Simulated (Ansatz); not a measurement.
# Titanium, hcp under LDA: testing the cold (Marzari-Vanderbilt) smearing

How small must the cold (Marzari-Vanderbilt) smearing width be for energy and pressure to settle? The geometry was relaxed under LDA beforehand and stays fixed; 7 values are run, from 0.01 to 1.0 eV. Wanted are the values from which on the energy stays within 10 and 1 meV/atom, and the pressure within 0.5 GPa, of the narrowest run. Within the series other settings stay, but some runs also write fields, which adds to their time. Spin polarisation is left out.

Computed with Ansatz 0.2.0 (DFT LDA, plane waves with PAW, scalar-relativistic, unless a step says otherwise).

**1. The starting structure**

Symmetry: P6_3/mmc, No. 194, hexagonal system. The conventional cell has a = 2.864 Å, b = 2.864 Å, c = 4.540 Å, α = 90.00°, β = 90.00°, γ = 120.00°. Around Ti (site symmetry -6m2) lie 12 Ti at 2.81 to 2.86 Å.

As a file:

```
CELL_PARAMETERS angstrom
2.86387 0.00000 0.00000
-1.43193 2.48018 0.00000
0.00000 0.00000 4.53999
ATOMIC_POSITIONS crystal
Ti 0.33333 0.66667 0.25000
Ti 0.66667 0.33333 0.75000
```

**2. With a width of 0.01 eV**

The run at 0.01 eV.

Contents of input.yaml:

```yaml
crystal:
  lattice:
    - [2.8638698861, 0.0, 0.0]
    - [-1.431934943, 2.4801840745, 0.0]
    - [0.0, 0.0, 4.5399943151]
  atoms:
    - { symbol: Ti, position: [0.3333333333, 0.6666666667, 0.25] }
    - { symbol: Ti, position: [0.6666666667, 0.3333333333, 0.75] }
hamiltonian:
  xc: lda
  pseudopotentials:
    kind: paw
    azcp:
      Ti: "pseudopotentials/Ti.paw.azcp"
basis:
  ecutwfc: 420
  fft_grid_basis: typed
kpoints:
  mp_grid: { grid: [13, 13, 7], shift: [0, 0, 0] }
magnetization:
  spin_polarized: false
scf:
  occupations: { method: cold, width: 0.01 }
  lower_state_search: "off"
output:
  stress: true
```

Launch:

```sh
$ ansatz run input.yaml --threads 2 --pin off --max-ram 5120MiB --backend cpu --events-out ev --progress --plain --runs-dir out
```

Output (excerpt; [...] marks lines left out):

```text
Warning: <dir> the record states the generating functional pbe (its physics header spells it `PBE`), which answers neither for hamiltonian.xc's functional nor for the lda family's — results may be inconsistent (PPs are generated against a specific XC)
Warning: RAYON_NUM_THREADS=2 ignored (pool sized by the plan → 2); use --threads N
[...]
Pseudopotentials: kind: paw
Pseudopotential: Ti, paw, valence charge 12, recommended cutoff 420 eV (normal), <dir>
Functional definition: SPW92
[...]
Crystal: 2 atoms, lattice volume = 32.247 Å³
Basis set: ecut = 420 eV, 615 PW (Γ)
Bands: 16, of which v1, the nominal top of the filled ones, is band 12 counted from 1 (11 counted from 0)
Symmetry: 24 space group operations
Space group: P63/mmc (ITA 194), of the structure as read, at distance tolerance 3.2e-5 Å
k-points: 84 of 1183
[...]
SCF iter   1: F=—  HF=-4900.602582 eV  |F-HF|=—  |Δ(HF+E_count)|=         —  Δρ=7.02e-3  dr2=6.80e-3  ethr=1.77e-3  ⟨swp⟩=4.2  Hψ=5450  notcnv=0
[...]
SCF iter   5: F=-4900.600454 eV  HF=-4900.600454 eV  |F-HF|=2.37e-9  |Δ(HF+E_count)|=   1.54e-7  S|Δr|=    0.00e0  Δρ=8.61e-6  dr2=7.27e-9  ethr=4.17e-10  ⟨swp⟩=4.0  Hψ=3990  notcnv=0
[...]
SCF converged after 5 iterations
Stability not checked: this state was not tested for a lower state beside it, because cold or Methfessel-Paxton smearing, or corrected tetrahedra, fill the levels in a way that the test cannot read (fill_not_monotonic; see scf.lower_state_search)
Free energy (F): -4900.600454 eV
[...]
E sigma→0 (E₀):  -4900.600464 eV
Entropy (-TS):   0.000030 eV (0.015 meV/atom)
Fermi energy:    14.310230 eV
Step filling:    the computed levels leave a gap of 0.0134 eV = 1.3 smearing widths at the electron count; against every level under it full and every level over it empty, smearing changes F+E_penalty+E_count by +0.034 meV and its σ→0 estimate by +0.024 meV
[...]
--- Stress (GPa, compression-positive) ---
       -0.446666       0.000000       0.000000
       -0.000000      -0.446666      -0.000000
        0.000000       0.000000       0.193085
  P = ⅓ Tr σ = -0.2334 GPa (-2.334 kbar)
```

Wall time 0.82 s (2 threads of Arm Neoverse V2, shared host); peak memory 0.31 GiB.

**3. With a width of 0.03 eV**

The run at 0.03 eV.

Changes to input.yaml since step 2:

```diff
@@ -22,3 +22,3 @@
 scf:
-  occupations: { method: cold, width: 0.01 }
+  occupations: { method: cold, width: 0.03 }
   lower_state_search: "off"
@@ -26 +26,5 @@
   stress: true
+  write_density: true
+  write_potential: true
+  elf: true
+  volumetric_format: npy
```

Launch:

```sh
$ ansatz run input.yaml --threads 2 --pin off --max-ram 5120MiB --backend cpu --events-out ev --progress --plain --runs-dir out
```

Output (excerpt; [...] marks lines left out):

```text
Warning: <dir> the record states the generating functional pbe (its physics header spells it `PBE`), which answers neither for hamiltonian.xc's functional nor for the lda family's — results may be inconsistent (PPs are generated against a specific XC)
Warning: RAYON_NUM_THREADS=2 ignored (pool sized by the plan → 2); use --threads N
[...]
[... 3 set-up lines as earlier in the session ...]
[...]
Crystal: 2 atoms, lattice volume = 32.247 Å³
Basis set: ecut = 420 eV, 615 PW (Γ)
Bands: 16, of which v1, the nominal top of the filled ones, is band 12 counted from 1 (11 counted from 0)
[... 2 set-up lines as earlier in the session ...]
k-points: 84 of 1183
[...]
SCF iter   1: F=—  HF=-4900.602847 eV  |F-HF|=—  |Δ(HF+E_count)|=         —  Δρ=7.03e-3  dr2=6.98e-3  ethr=1.77e-3  ⟨swp⟩=4.2  Hψ=5415  notcnv=0
[...]
SCF converged after 5 iterations
Stability not checked: this state was not tested for a lower state beside it, because cold or Methfessel-Paxton smearing, or corrected tetrahedra, fill the levels in a way that the test cannot read (fill_not_monotonic; see scf.lower_state_search)
Free energy (F): -4900.600661 eV
[...]
E sigma→0 (E₀):  -4900.600465 eV
Entropy (-TS):   -0.000590 eV (-0.295 meV/atom)
Fermi energy:    14.310307 eV
Step filling:    the computed levels leave a gap of 0.0138 eV = 0.5 smearing widths at the electron count; against every level under it full and every level over it empty, smearing changes F+E_penalty+E_count by -0.170 meV and its σ→0 estimate by +0.026 meV
[...]
--- Stress (GPa, compression-positive) ---
       -0.388022      -0.000000       0.000000
        0.000000      -0.388022       0.000000
        0.000000       0.000000       0.213886
  P = ⅓ Tr σ = -0.1874 GPa (-1.874 kbar)
--- Band table (eV; the first three rows and the last of 84) ---
  k-point 0: bands = ["-41.8576", "-41.6631", "-18.8700", "-18.0411", "-18.0411", "-17.9436", "-17.9118", "-17.9118", "8.0025", "11.4086", "15.0549", "15.0549", "15.1902", "15.3494", "15.6108", "15.6108"]
[...]
```

Wall time 1.2 s (2 threads of Arm Neoverse V2, shared host); peak memory 0.31 GiB.

**4. With a width of 0.1 eV**

The run at 0.1 eV.

Changes to input.yaml since step 3:

```diff
@@ -22,3 +22,3 @@
 scf:
-  occupations: { method: cold, width: 0.03 }
+  occupations: { method: cold, width: 0.1 }
   lower_state_search: "off"
@@ -26,5 +26 @@
   stress: true
-  write_density: true
-  write_potential: true
-  elf: true
-  volumetric_format: npy
```

Launch:

```sh
$ ansatz run input.yaml --threads 2 --pin off --max-ram 5120MiB --backend cpu --events-out ev --progress --plain --runs-dir out
```

Output (excerpt; [...] marks lines left out):

```text
Warning: <dir> the record states the generating functional pbe (its physics header spells it `PBE`), which answers neither for hamiltonian.xc's functional nor for the lda family's — results may be inconsistent (PPs are generated against a specific XC)
Warning: RAYON_NUM_THREADS=2 ignored (pool sized by the plan → 2); use --threads N
[...]
[... 3 set-up lines as earlier in the session ...]
[...]
Crystal: 2 atoms, lattice volume = 32.247 Å³
Basis set: ecut = 420 eV, 615 PW (Γ)
Bands: 16, of which v1, the nominal top of the filled ones, is band 12 counted from 1 (11 counted from 0)
[... 2 set-up lines as earlier in the session ...]
k-points: 84 of 1183
[...]
SCF iter   1: F=—  HF=-4900.604248 eV  |F-HF|=—  |Δ(HF+E_count)|=         —  Δρ=6.99e-3  dr2=6.97e-3  ethr=1.77e-3  ⟨swp⟩=3.9  Hψ=5461  notcnv=0
[...]
SCF iter   5: F=-4900.602000 eV  HF=-4900.602000 eV  |F-HF|=1.04e-8  |Δ(HF+E_count)|=   2.23e-7  S|Δr|=    0.00e0  Δρ=6.58e-6  dr2=9.26e-9  ethr=4.17e-10  ⟨swp⟩=4.0  Hψ=4129  notcnv=0
[...]
SCF converged after 5 iterations
Stability not checked: this state was not tested for a lower state beside it, because cold or Methfessel-Paxton smearing, or corrected tetrahedra, fill the levels in a way that the test cannot read (fill_not_monotonic; see scf.lower_state_search)
Free energy (F): -4900.602000 eV
[...]
E sigma→0 (E₀):  -4900.601135 eV
Entropy (-TS):   -0.002597 eV (-1.298 meV/atom)
Fermi energy:    14.293343 eV
Step filling:    the computed levels leave a gap of 0.0146 eV = 0.1 smearing widths at the electron count; against every level under it full and every level over it empty, smearing changes F+E_penalty+E_count by -1.498 meV and its σ→0 estimate by -0.632 meV
[...]
--- Stress (GPa, compression-positive) ---
       -0.327551      -0.000000       0.000000
        0.000000      -0.327551       0.000000
        0.000000       0.000000       0.233275
  P = ⅓ Tr σ = -0.1406 GPa (-1.406 kbar)
```

Run time: 0.83 s. Hardware: 2 threads of Arm Neoverse V2, shared host; peak memory 0.31 GiB.

**5. With a width of 0.2 eV**

The run at 0.2 eV.

Changes to input.yaml since step 4:

```diff
@@ -22,3 +22,3 @@
 scf:
-  occupations: { method: cold, width: 0.1 }
+  occupations: { method: cold, width: 0.2 }
   lower_state_search: "off"
```

Launch:

```sh
$ ansatz run input.yaml --threads 2 --pin off --max-ram 5120MiB --backend cpu --events-out ev --progress --plain --runs-dir out
```

Output (excerpt; [...] marks lines left out):

```text
Warning: <dir> the record states the generating functional pbe (its physics header spells it `PBE`), which answers neither for hamiltonian.xc's functional nor for the lda family's — results may be inconsistent (PPs are generated against a specific XC)
Warning: RAYON_NUM_THREADS=2 ignored (pool sized by the plan → 2); use --threads N
[...]
[... 3 set-up lines as earlier in the session ...]
[...]
Crystal: 2 atoms, lattice volume = 32.247 Å³
Basis set: ecut = 420 eV, 615 PW (Γ)
Bands: 16, of which v1, the nominal top of the filled ones, is band 12 counted from 1 (11 counted from 0)
[... 2 set-up lines as earlier in the session ...]
k-points: 84 of 1183
[...]
SCF iter   1: F=—  HF=-4900.607738 eV  |F-HF|=—  |Δ(HF+E_count)|=         —  Δρ=6.96e-3  dr2=6.89e-3  ethr=1.77e-3  ⟨swp⟩=3.3  Hψ=4990  notcnv=0
[...]
SCF iter   5: F=-4900.605567 eV  HF=-4900.605567 eV  |F-HF|=1.19e-8  |Δ(HF+E_count)|=   2.39e-7  S|Δr|=    0.00e0  Δρ=6.96e-6  dr2=9.41e-9  ethr=4.17e-10  ⟨swp⟩=4.0  Hψ=4127  notcnv=0
[...]
SCF converged after 5 iterations
Stability not checked: this state was not tested for a lower state beside it, because cold or Methfessel-Paxton smearing, or corrected tetrahedra, fill the levels in a way that the test cannot read (fill_not_monotonic; see scf.lower_state_search)
Free energy (F): -4900.605567 eV
[...]
E sigma→0 (E₀):  -4900.603188 eV
Entropy (-TS):   -0.007137 eV (-3.569 meV/atom)
Fermi energy:    14.274023 eV
Step filling:    the computed levels leave a gap of 0.0138 eV = 0.1 smearing widths at the electron count; against every level under it full and every level over it empty, smearing changes F+E_penalty+E_count by -5.074 meV and its σ→0 estimate by -2.695 meV
[...]
--- Stress (GPa, compression-positive) ---
       -0.177673      -0.000000       0.000000
        0.000000      -0.177673       0.000000
        0.000000       0.000000      -0.235250
  P = ⅓ Tr σ = -0.1969 GPa (-1.969 kbar)
```

It took 0.86 s on 2 threads of Arm Neoverse V2, shared host; peak memory 0.31 GiB.

**6. With a width of 0.3 eV**

The run at 0.3 eV.

Changes to input.yaml since step 5:

```diff
@@ -22,3 +22,3 @@
 scf:
-  occupations: { method: cold, width: 0.2 }
+  occupations: { method: cold, width: 0.3 }
   lower_state_search: "off"
```

Launch:

```sh
$ ansatz run input.yaml --threads 2 --pin off --max-ram 5120MiB --backend cpu --events-out ev --progress --plain --runs-dir out
```

Output (excerpt; [...] marks lines left out):

```text
Warning: <dir> the record states the generating functional pbe (its physics header spells it `PBE`), which answers neither for hamiltonian.xc's functional nor for the lda family's — results may be inconsistent (PPs are generated against a specific XC)
Warning: RAYON_NUM_THREADS=2 ignored (pool sized by the plan → 2); use --threads N
[...]
[... 3 set-up lines as earlier in the session ...]
[...]
Crystal: 2 atoms, lattice volume = 32.247 Å³
Basis set: ecut = 420 eV, 615 PW (Γ)
Bands: 16, of which v1, the nominal top of the filled ones, is band 12 counted from 1 (11 counted from 0)
[... 2 set-up lines as earlier in the session ...]
k-points: 84 of 1183
[...]
SCF iter   1: F=—  HF=-4900.608909 eV  |F-HF|=—  |Δ(HF+E_count)|=         —  Δρ=6.86e-3  dr2=6.81e-3  ethr=1.77e-3  ⟨swp⟩=3.2  Hψ=4769  notcnv=0
[...]
SCF iter   5: F=-4900.606842 eV  HF=-4900.606842 eV  |F-HF|=9.90e-9  |Δ(HF+E_count)|=   1.68e-7  S|Δr|=    0.00e0  Δρ=6.61e-6  dr2=7.91e-9  ethr=4.17e-10  ⟨swp⟩=4.0  Hψ=4121  notcnv=0
[...]
SCF converged after 5 iterations
Stability not checked: this state was not tested for a lower state beside it, because cold or Methfessel-Paxton smearing, or corrected tetrahedra, fill the levels in a way that the test cannot read (fill_not_monotonic; see scf.lower_state_search)
Free energy (F): -4900.606842 eV
[...]
E sigma→0 (E₀):  -4900.608793 eV
Entropy (-TS):   0.005851 eV (2.926 meV/atom)
Fermi energy:    14.237407 eV
Step filling:    the computed levels leave a gap of 0.0143 eV = 0.0 smearing widths at the electron count; against every level under it full and every level over it empty, smearing changes F+E_penalty+E_count by -6.341 meV and its σ→0 estimate by -8.291 meV
[...]
--- Stress (GPa, compression-positive) ---
       -0.150922       0.000000       0.000000
        0.000000      -0.150922       0.000000
        0.000000       0.000000      -0.547865
  P = ⅓ Tr σ = -0.2832 GPa (-2.832 kbar)
```

Wall time 0.84 s (2 threads of Arm Neoverse V2, shared host); peak memory 0.31 GiB.

**7. With a width of 0.6 eV**

The run at 0.6 eV.

Changes to input.yaml since step 6:

```diff
@@ -22,3 +22,3 @@
 scf:
-  occupations: { method: cold, width: 0.3 }
+  occupations: { method: cold, width: 0.6 }
   lower_state_search: "off"
```

Launch:

```sh
$ ansatz run input.yaml --threads 2 --pin off --max-ram 5120MiB --backend cpu --events-out ev --progress --plain --runs-dir out
```

Output (excerpt; [...] marks lines left out):

```text
Warning: <dir> the record states the generating functional pbe (its physics header spells it `PBE`), which answers neither for hamiltonian.xc's functional nor for the lda family's — results may be inconsistent (PPs are generated against a specific XC)
Warning: RAYON_NUM_THREADS=2 ignored (pool sized by the plan → 2); use --threads N
band count auto-derived: 17 (N_el = 24.0; filled up to band 12; 16 by the electrons, moments and atoms)
[...]
[... 3 set-up lines as earlier in the session ...]
[...]
Crystal: 2 atoms, lattice volume = 32.247 Å³
Basis set: ecut = 420 eV, 615 PW (Γ)
Bands: 17, of which v1, the nominal top of the filled ones, is band 12 counted from 1 (11 counted from 0)
[... 2 set-up lines as earlier in the session ...]
k-points: 84 of 1183
[...]
SCF iter   1: F=—  HF=-4900.585583 eV  |F-HF|=—  |Δ(HF+E_count)|=         —  Δρ=6.04e-3  dr2=5.11e-3  ethr=1.77e-3  ⟨swp⟩=3.4  Hψ=4992  notcnv=0
[...]
SCF iter   5: F=-4900.584419 eV  HF=-4900.584419 eV  |F-HF|=3.10e-9  |Δ(HF+E_count)|=   2.29e-8  S|Δr|=    0.00e0  Δρ=6.26e-6  dr2=7.37e-9  ethr=4.17e-10  ⟨swp⟩=4.0  Hψ=4206  notcnv=0
[...]
SCF converged after 5 iterations
Stability not checked: this state was not tested for a lower state beside it, because cold or Methfessel-Paxton smearing, or corrected tetrahedra, fill the levels in a way that the test cannot read (fill_not_monotonic; see scf.lower_state_search)
Free energy (F): -4900.584419 eV
[...]
E sigma→0 (E₀):  -4900.597167 eV
Entropy (-TS):   0.038244 eV (19.122 meV/atom)
Fermi energy:    14.174971 eV
Step filling:    the computed levels leave a gap of 0.0180 eV = 0.0 smearing widths at the electron count; against every level under it full and every level over it empty, smearing changes F+E_penalty+E_count by +16.483 meV and its σ→0 estimate by +3.735 meV
[...]
--- Stress (GPa, compression-positive) ---
       -0.148481      -0.000000       0.000000
        0.000000      -0.148481       0.000000
        0.000000       0.000000      -0.646637
  P = ⅓ Tr σ = -0.3145 GPa (-3.145 kbar)
```

Wall time 0.87 s (2 threads of Arm Neoverse V2, shared host); peak memory 0.31 GiB.

**8. With a width of 1.0 eV**

The run at 1.0 eV.

Changes to input.yaml since step 7:

```diff
@@ -22,3 +22,3 @@
 scf:
-  occupations: { method: cold, width: 0.6 }
+  occupations: { method: cold, width: 1.0 }
   lower_state_search: "off"
```

Launch:

```sh
$ ansatz run input.yaml --threads 2 --pin off --max-ram 5120MiB --backend cpu --events-out ev --progress --plain --runs-dir out
```

Output (excerpt; [...] marks lines left out):

```text
Warning: <dir> the record states the generating functional pbe (its physics header spells it `PBE`), which answers neither for hamiltonian.xc's functional nor for the lda family's — results may be inconsistent (PPs are generated against a specific XC)
Warning: RAYON_NUM_THREADS=2 ignored (pool sized by the plan → 2); use --threads N
band count auto-derived: 18 (N_el = 24.0; filled up to band 12; 16 by the electrons, moments and atoms)
[...]
[... 3 set-up lines as earlier in the session ...]
[...]
Crystal: 2 atoms, lattice volume = 32.247 Å³
Basis set: ecut = 420 eV, 615 PW (Γ)
Bands: 18, of which v1, the nominal top of the filled ones, is band 12 counted from 1 (11 counted from 0)
[... 2 set-up lines as earlier in the session ...]
k-points: 84 of 1183
[...]
SCF iter   1: F=—  HF=-4900.590098 eV  |F-HF|=—  |Δ(HF+E_count)|=         —  Δρ=5.96e-3  dr2=6.40e-3  ethr=1.77e-3  ⟨swp⟩=5.0  Hψ=12322  notcnv=0
[...]
SCF iter   5: F=-4900.588592 eV  HF=-4900.588592 eV  |F-HF|=3.60e-10  |Δ(HF+E_count)|=   1.07e-7  S|Δr|=    0.00e0  Δρ=4.31e-6  dr2=2.92e-9  ethr=4.17e-10  ⟨swp⟩=3.2  Hψ=4695  notcnv=0
[...]
SCF converged after 5 iterations
Stability not checked: this state was not tested for a lower state beside it, because cold or Methfessel-Paxton smearing, or corrected tetrahedra, fill the levels in a way that the test cannot read (fill_not_monotonic; see scf.lower_state_search)
Free energy (F): -4900.588592 eV
[...]
E sigma→0 (E₀):  -4900.561102 eV
Entropy (-TS):   -0.082470 eV (-41.235 meV/atom)
Fermi energy:    14.174114 eV
Step filling:    the computed levels leave a gap of 0.0071 eV = 0.0 smearing widths at the electron count; against every level under it full and every level over it empty, smearing changes F+E_penalty+E_count by +14.660 meV and its σ→0 estimate by +42.150 meV
[...]
--- Stress (GPa, compression-positive) ---
        0.186658      -0.000000       0.000000
       -0.000000       0.186658      -0.000000
        0.000000      -0.000000       0.579580
  P = ⅓ Tr σ = 0.3176 GPa (3.176 kbar)
```

Wall time 1.2 s (2 threads of Arm Neoverse V2, shared host); peak memory 0.32 GiB.

**9. Convergence table**

Differences are taken from the run at 0.01 eV.

| smearing (eV) | F (meV/atom) | E(σ → 0) (meV/atom) | P (GPa) | SCF cycles | CPU time |
| --- | --- | --- | --- | --- | --- |
| 0.01 | 0.00 | 0.00 | -0.23 | 5 | 1.5 s |
| 0.03 | -0.10 | 0.00 | -0.19 | 5 | 2.2 s |
| 0.1 | -0.77 | -0.34 | -0.14 | 5 | 1.5 s |
| 0.2 | -2.56 | -1.36 | -0.20 | 5 | 1.5 s |
| 0.3 | -3.19 | -4.16 | -0.28 | 5 | 1.5 s |
| 0.6 | 8.02 | 1.65 | -0.31 | 5 | 1.6 s |
| 1.0 | 5.93 | 19.68 | 0.32 | 5 | 2.2 s |

**10. Summary of results**

```
                                           quantity                       value
       E(σ → 0) stays within 10 meV/atom of 0.01 eV                up to 0.6 eV
                   E(σ → 0) stays within 1 meV/atom                up to 0.1 eV
                      pressure stays within 0.5 GPa                up to 0.6 eV
                                pressure at 0.01 eV                   -0.23 GPa
energy of a separate run on a finer mesh (21×21×12)  -0.4 meV/atom from 0.01 eV
```

At 1.0 eV the energy differs by +19.7 meV/atom and the pressure by +0.6 GPa. The free energy F moves by +5.9 meV/atom over the range, and the estimate for σ → 0 by +19.7. This scheme cancels the term in the square of the width, so F moves little up to 0.2 eV. The mesh (13×13×7) is fixed, so the narrowest widths carry a k-point error of their own. A run on a finer mesh agrees with the yardstick to 1 meV/atom. The cell taken over is 9 % smaller than the measured one (17.66 Å³/atom, COD), which weighs on all values here.
